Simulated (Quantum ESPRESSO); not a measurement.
# Ionisation energy and electron affinity at InP(110), part 3 of 6

Aim: the bulk band edges under the vacuum level at InP(110), before and after the surface relaxes.

Quantum ESPRESSO 7.5; plane-wave DFT, PBE, GBRV ultrasoft pseudopotentials.

So far. Step 5 (Relaxation with pw.x): The relaxation lowers the energy by 66 meV an atom. On the free atoms the largest force ends at 0.027 eV/Å.

**6. Self-consistent run of the relaxed slab**

The relaxed slab, with empty bands to show its gap.

The input, scf.in:

```
&control
  prefix = 'scf'
  outdir = './out'
  pseudo_dir = './pseudo'
  calculation = 'scf'
  tprnfor = .true.
/
&system
  ibrav = 0
  nat = 18
  ntyp = 2
  ecutwfc = 40
  ecutrho = 200
  occupations = 'smearing'
  smearing = 'fd'
  degauss = 0.002
  nbnd = 89
/
&electrons
  conv_thr = 1e-08
  mixing_beta = 0.4
  electron_maxstep = 120
  mixing_mode = 'plain'
/
ATOMIC_SPECIES
  In  114.8180  in_pbe_v1.4.uspp.F.UPF
  P   30.9738  p_pbe_v1.5.uspp.F.UPF
CELL_PARAMETERS angstrom
  5.96000000000000 0.00000000000000 0.00000000000000
  0.00000000000000 4.21435641587182 0.00000000000000
  0.00000000000000 0.00000000000000 32.85742566348729
ATOMIC_POSITIONS crystal
  In  0.068992071800 0.000000000000 0.257346774400
  P   0.278132535400 0.500000000000 0.237020604600
  In  0.497991274600 0.500000000000 0.305216906500
  P   0.748333952400 0.000000000000 0.308545657800
  In  0.002373975300 0.000000000000 0.372642621300
  P   0.253452133400 0.500000000000 0.371269909300
  In  0.500000000000 0.500000000000 0.435869041300
  P   0.750000000000 0.000000000000 0.435869041300
  In  0.000000000000 0.000000000000 0.500000000000
  P   0.250000000000 0.500000000000 0.500000000000
  In  0.500000000000 0.500000000000 0.564130958700
  P   0.750000000000 0.000000000000 0.564130958700
  In  0.002373975300 0.000000000000 0.627357378700
  P   0.253452133400 0.500000000000 0.628730090700
  In  0.497991274600 0.500000000000 0.694783093500
  P   0.748333952400 0.000000000000 0.691454342200
  In  0.068992071800 0.000000000000 0.742653225600
  P   0.278132535400 0.500000000000 0.762979395400
K_POINTS automatic
  4 6 1 0 0 0
```

Run with:

```sh
$ OMP_NUM_THREADS=1 mpirun -n 4 pw.x -nk 2 -in scf.in > scf.out
```

The log of the run:

```text
[banner, memory and clock lines left out]
Program PWSCF v.7.5 starts
[citation notice left out]

[...]
Message from routine setup:
[...]
bravais-lattice index     =            0
     lattice parameter (alat)  =      11.2628  a.u.
     unit-cell volume          =    5569.3903 (a.u.)^3
     number of atoms/cell      =           18
     number of atomic types    =            2
     number of electrons       =       162.00
     number of Kohn-Sham states=           89
     kinetic-energy cutoff     =      40.0000  Ry
     charge density cutoff     =     200.0000  Ry
     scf convergence threshold =      1.0E-08
     mixing beta               =       0.4000
     number of iterations used =            8  plain     mixing
     Exchange-correlation=  SLA  PW   PBX  PBC
                           (   1   4   3   4   0   0   0)

[...]
PseudoPot. # 1 for In read from file:
     ./pseudo/in_pbe_v1.4.uspp.F.UPF
     Pseudo is Ultrasoft + core correction, Zval = 13.0
     Generated by new atomic code, or converted to UPF format
     Using radial grid of  889 points,  6 beta functions with:
                l(1) =   0
                l(2) =   0
                l(3) =   1
                l(4) =   1
                l(5) =   2
                l(6) =   2
     Q(r) pseudized with  6 coefficients,  rinner =    1.400   1.400   1.400
                                                       1.400   1.400

     PseudoPot. # 2 for P  read from file:
     ./pseudo/p_pbe_v1.5.uspp.F.UPF
     Pseudo is Ultrasoft + core correction, Zval =  5.0
     Generated by new atomic code, or converted to UPF format
     Using radial grid of  903 points,  6 beta functions with:
                l(1) =   0
                l(2) =   0
                l(3) =   1
                l(4) =   1
                l(5) =   2
                l(6) =   2
     Q(r) pseudized with  8 coefficients,  rinner =    1.300   1.300   1.300
                                                       1.300   1.300

     atomic species   valence    mass     pseudopotential
     In               13.00   114.81800     In( 1.00)
     P                 5.00    30.97380     P ( 1.00)

      4 Sym. Ops. (no inversion) found

[...]
number of k points=    12  Fermi-Dirac smearing, width (Ry)=  0.0020
[...]
Dense  grid:   265731 G-vectors     FFT dimensions: (  54,  36, 288)

     Smooth grid:   190171 G-vectors     FFT dimensions: (  45,  36, 256)

     Initial potential from superposition of free atoms

     starting charge     148.4986, renormalised to     162.0000

     negative rho (up, down):  7.613E-04 0.000E+00
     Starting wfcs are  117 randomized atomic wfcs

     per-process dynamical memory:   235.9 Mb

     Self-consistent Calculation

     iteration #  1     ecut=    40.00 Ry     beta= 0.40
     Davidson diagonalization with overlap
     ethr =  1.00E-02,  avg # of iterations =  3.1

     negative rho (up, down):  4.326E-04 0.000E+00

     total energy              =   -1335.72097548 Ry
     estimated scf accuracy    <      22.05845743 Ry

     iteration #  2     ecut=    40.00 Ry     beta= 0.40
[...]
negative rho (up, down):  3.849E-04 0.000E+00

[...]
total energy              =   -1341.02346620 Ry
     estimated scf accuracy    <       0.56108198 Ry

     iteration #  3     ecut=    40.00 Ry     beta= 0.40
[...]
negative rho (up, down):  4.598E-04 0.000E+00

[...]
total energy              =   -1341.04250266 Ry
     estimated scf accuracy    <       0.45843605 Ry

     iteration #  4     ecut=    40.00 Ry     beta= 0.40
[...]
negative rho (up, down):  4.163E-04 0.000E+00

[...]
total energy              =   -1341.08567023 Ry
     estimated scf accuracy    <       0.29373991 Ry

     iteration #  5     ecut=    40.00 Ry     beta= 0.40
[...]
negative rho (up, down):  4.075E-04 0.000E+00

[...]
total energy              =   -1341.11413111 Ry
     estimated scf accuracy    <       0.06011379 Ry

     iteration #  6     ecut=    40.00 Ry     beta= 0.40
[...]
negative rho (up, down):  4.238E-04 0.000E+00

[...]
total energy              =   -1341.12083749 Ry
     estimated scf accuracy    <       0.00562512 Ry

[...]
iteration # 10     ecut=    40.00 Ry     beta= 0.40
[...]
negative rho (up, down):  4.405E-04 0.000E+00

[...]
total energy              =   -1341.12154990 Ry
     estimated scf accuracy    <       0.00000462 Ry

     iteration # 11     ecut=    40.00 Ry     beta= 0.40
[...]
negative rho (up, down):  4.403E-04 0.000E+00

[...]
total energy              =   -1341.12155078 Ry
     estimated scf accuracy    <       0.00000010 Ry

     iteration # 12     ecut=    40.00 Ry     beta= 0.40
[...]
negative rho (up, down):  4.403E-04 0.000E+00

[...]
total energy              =   -1341.12155085 Ry
     estimated scf accuracy    <       0.00000005 Ry

     iteration # 13     ecut=    40.00 Ry     beta= 0.40
[...]
negative rho (up, down):  4.404E-04 0.000E+00

[...]
End of self-consistent calculation

          k = 0.0000 0.0000 0.0000 ( 23659 PWs)   bands (ev):

   -12.8333 -12.8332 -12.7629 -12.7586 -12.7373 -12.7136 -12.6872 -12.6840
   -12.6768 -12.6768 -12.6721 -12.6417 -12.6206 -12.6167 -12.6167 -12.6052
   -12.5939 -12.5923 -12.5791 -12.5768 -12.5631 -12.5594 -12.5570 -12.5491
   -12.5362 -12.5290 -12.5203 -12.5099 -12.5037 -12.5030 -12.4972 -12.4943
   -12.4897 -12.4793 -12.4789 -12.4778 -12.4735 -12.4691 -12.4665 -12.4623
   -12.4489 -12.4341 -12.4340 -12.4216 -12.4214  -9.6230  -9.3983  -9.0491
    -8.5896  -8.1073  -7.7582  -7.5663  -7.5054  -7.4884  -4.0211  -3.9193
    -3.6912  -3.2808  -2.7453  -2.1706  -1.7132  -1.4389  -1.2326  -1.0906
    -0.8841  -0.6387  -0.6093  -0.4393  -0.2257  -0.1733  -0.0775   0.1906
     0.5943   0.6077   0.7521   0.9692   1.2329   1.3176   1.3379   1.4074
     1.4833   2.3143   2.9335   3.3867   3.4314   3.5615   3.8471   3.8527
     3.9720

          k = 0.0000 0.2357 0.0000 ( 23776 PWs)   bands (ev):

   -12.8301 -12.8300 -12.7560 -12.7540 -12.7337 -12.7199 -12.6986 -12.6927
   -12.6873 -12.6826 -12.6774 -12.6560 -12.6393 -12.6274 -12.6211 -12.5934
   -12.5842 -12.5822 -12.5672 -12.5659 -12.5574 -12.5505 -12.5468 -12.5400
   -12.5386 -12.5265 -12.5230 -12.5123 -12.5113 -12.5005 -12.4937 -12.4890
   -12.4875 -12.4838 -12.4834 -12.4829 -12.4775 -12.4661 -12.4593 -12.4586
   -12.4530 -12.4309 -12.4307 -12.4261 -12.4260  -9.4303  -9.2115  -8.8721
    -8.4265  -7.9618  -7.6397  -7.5071  -7.4564  -7.4387  -3.9697  -3.9009
    -3.7243  -3.3689  -2.8744  -2.3180  -1.7740  -1.2943  -1.2731  -1.2020
    -1.1458  -1.0841  -0.8156  -0.7531  -0.7096  -0.4668  -0.4040  -0.2310
    -0.1176   0.1455   0.2607   0.4432   0.5417   0.7882   0.8447   1.0633
     1.2416   3.2570   3.6211   3.6831   3.9680   4.1366   4.3689   4.3708
     4.7459

[...]
the Fermi energy is     1.8997 ev

!    total energy              =   -1341.12155088 Ry
     estimated scf accuracy    <          5.1E-09 Ry
     smearing contrib. (-TS)   =      -0.00000000 Ry
     internal energy E=F+TS    =   -1341.12155087 Ry

     The total energy is F=E-TS. E is the sum of the following terms:
     one-electron contribution =   -7666.64177521 Ry
     hartree contribution      =    3911.52063097 Ry
     xc contribution           =    -393.09151652 Ry
     ewald contribution        =    2807.09110989 Ry

     convergence has been achieved in  13 iterations

     negative rho (up, down):  4.404E-04 0.000E+00

     Forces acting on atoms (cartesian axes, Ry/au):

     atom    1 type  1   force =    -0.00013639    0.00000000    0.00002364
     atom    2 type  2   force =     0.00064166    0.00000000    0.00019296
     atom    3 type  1   force =     0.00004583   -0.00000000   -0.00052510
     atom    4 type  2   force =    -0.00073509    0.00000000   -0.00076097
     atom    5 type  1   force =     0.00042368   -0.00000000    0.00029426
     atom    6 type  2   force =     0.00052743    0.00000000   -0.00083789
     atom    7 type  1   force =    -0.00025302    0.00000000   -0.00180500
     atom    8 type  2   force =    -0.00057980    0.00000000    0.00369331
     atom    9 type  1   force =    -0.00035086    0.00000000    0.00000000
     atom   10 type  2   force =     0.00048223    0.00000000    0.00000000
     atom   11 type  1   force =    -0.00025302    0.00000000    0.00180500
     atom   12 type  2   force =    -0.00057980    0.00000000   -0.00369331
     atom   13 type  1   force =     0.00042368    0.00000000   -0.00029426
     atom   14 type  2   force =     0.00052743    0.00000000    0.00083789
     atom   15 type  1   force =     0.00004583    0.00000000    0.00052510
     atom   16 type  2   force =    -0.00073509    0.00000000    0.00076097
     atom   17 type  1   force =    -0.00013639   -0.00000000   -0.00002364
     atom   18 type  2   force =     0.00064166    0.00000000   -0.00019296

     Total force =     0.006417     Total SCF correction =     0.000239

[...]
```

The job ended after 4.9 min (4 MPI ranks of AMD EPYC 7R43, shared host; peak memory 1.8 GiB; 20 min of CPU time).

Read from the output:

* valence top, on the run's zero: 1.483 eV
* conduction bottom, on the run's zero: 2.314 eV
* gap by band count: 0.8310 eV

The program's own clock; routines nest. Time by routine:

```tsv
routine	wall time (s)	calls
PWSCF	296	1
electrons	278.8	1
c_bands	227.9	13
cegterg	211	78
h_psi	134.7	509
fftw	94.32	45456
vloc_psi	87.26	509
sum_band	38.41	13
calbec	34.65	611
h_psi:calbec	24.1	509
add_vuspsi	20.91	509
s_psi	20.82	509
newd	11.22	14
init_run	9.23	1
```

The run needed 13 iterations to bring the estimated error under 1e-08 Ry; the largest force on any atom, held or free, is 0.10 eV/Å.

**7. Electrostatic potential of the relaxed slab**

The input, pot.in:

```
&inputpp
  prefix = 'scf'
  outdir = './out'
  filplot = 'pot.dat'
  plot_num = 11
/
```

Run with:

```sh
$ OMP_NUM_THREADS=1 mpirun -n 4 pp.x -in pot.in > pot.out
```

The log of the run:

```text
[banner, memory and clock lines left out]
Program POST-PROC v.7.5 starts
[citation notice left out]

[...]
./out/scf.save/

[...]
negative rho (up, down):  4.404E-04 0.000E+00

     Calling punch_plot, plot_num =  11
     Writing data to file  pot.dat
     Message from routine chdens:
     namelist plot not found or invalid, exiting
```

It took 3.8 s on 4 MPI ranks; peak memory 0.24 GiB.

This step gave:

- slope of the potential above: 6.53e-5 eV/Å
- upper vacuum line continued to the top atoms, over the valence top: 5.175 eV
- slope of the potential below: -4.09e-5 eV/Å
- lower vacuum line continued to the bottom atoms, over the valence top: 5.175 eV
- vacuum level at the upper face over the valence top of the mesh: 5.175 eV
- vacuum level at the lower face over the valence top of the mesh: 5.175 eV

The potential energy, planar mean oscillates, so the rows of the table below give means over windows of 2.05 Å about each position, cut where the curve ends. Its maxima inside the range that stand out by 2 % of the span (Å: eV): 9.1: -2.22, 11.2: 1.04, 13.2: 0.633, 15.4: 0.737, 17.5: 0.737, 19.6: 0.633, 21.7: 1.04, 23.7: -2.22. Its minima: 8.1: -6.45, 10.0: -9.30, 12.2: -9.05, 14.4: -9.05, 16.4: -9.12, 18.5: -9.05, 20.6: -9.05, 22.8: -9.30, 24.8: -6.45.

Electrostatic potential energy of an electron; zero at the highest filled level of the SCF mesh. Table of potential energy, planar mean by z; means over each step:

```tsv
z (Å)	potential energy, planar mean (eV)
1.02	5.18
3.07	5.17
5.12	5.14
7.17	0.187
9.22	-5.18
11.28	-3.69
13.32	-3.95
15.37	-3.90
17.42	-3.91
19.47	-3.96
21.52	-3.70
23.57	-5.24
25.62	-0.122
27.67	5.13
29.72	5.17
31.77	5.18
```

The vacuum is flat to 0.1 meV/Å, so its level is well defined. Inside the slab the curve depends on the local part of the pseudopotentials; only the vacuum level has a meaning of its own.

**8. Macroscopic average**

average.x takes the planar mean and smooths it over a window of one repeat.

The input, avg.in:

```
1
pot.dat
1.0
312
3
7.9639794176
```

Run with:

```sh
$ OMP_NUM_THREADS=1 average.x < avg.in > avg.out
```

The log of the run:

```text
[banner, memory and clock lines left out]
Program AVERAGE v.7.5 starts
[citation notice left out]

[...]
Reading header from file  pot.dat
     Reading data from file  pot.dat
     Output written to file avg.dat

[...]
```

The job ended after 1.5 s (1 MPI rank; peak memory 0.15 GiB).

Read from the output:

```
average.x's running mean in the middle layers, on the run's own zero                  : -2.569 eV
mean potential by an exact Fourier window in the middle layers, on the run's own zero : -2.569 eV
```

Electrostatic potential energy of an electron; zero at the highest filled level of the SCF mesh; window 4.2144 Å. The potential energy, running mean by z:

z (Å), potential energy, running mean (eV) and a bar from the least value:
```
        0       5.18 ##############################
        1       5.18 ##############################
        2       5.18 ##############################
        3       5.17 ##############################
        4       5.16 ##############################
        5       4.91 #############################
        6       2.99 #######################
        7       0.73 ################
        8      -1.82 ########
        9      -3.88 ##
       10      -4.36 
       11      -4.41 
       12      -3.97 ##
       13      -3.99 ##
       14      -4.05 #
       15      -4.06 #
       16      -4.04 #
       17      -4.04 #
       18      -4.06 #
       19      -4.05 #
       20      -3.98 ##
       21      -4.00 ##
       22      -4.50 
       23      -4.27 #
       24      -3.77 ##
       25      -1.33 ##########
       26       0.98 #################
       27       3.38 ########################
       28       5.00 #############################
       29       5.16 ##############################
       30       5.17 ##############################
       31       5.18 ##############################
       32       5.18 ##############################
```

Where the running mean is not flat inside, average.x's window, rounded to the grid, doesn't match the spacings there.

[end of part 3 of 6]

[Logs are printed without paths, hosts, clocks, repeated set-up lines and the standing remarks that a program may print on its own settings, such as how far it seeks lower states.]

[Hosts, paths, dates, database ids (printed as entryN), source tags and the programs' standing remarks are cut or masked in the printed files.]

[Maps of the electrostatic potential energy from Ansatz leave out the sawtooth potential of an applied field or a dipole correction, so their vacuum need not be flat; planar profiles and work functions include it.]
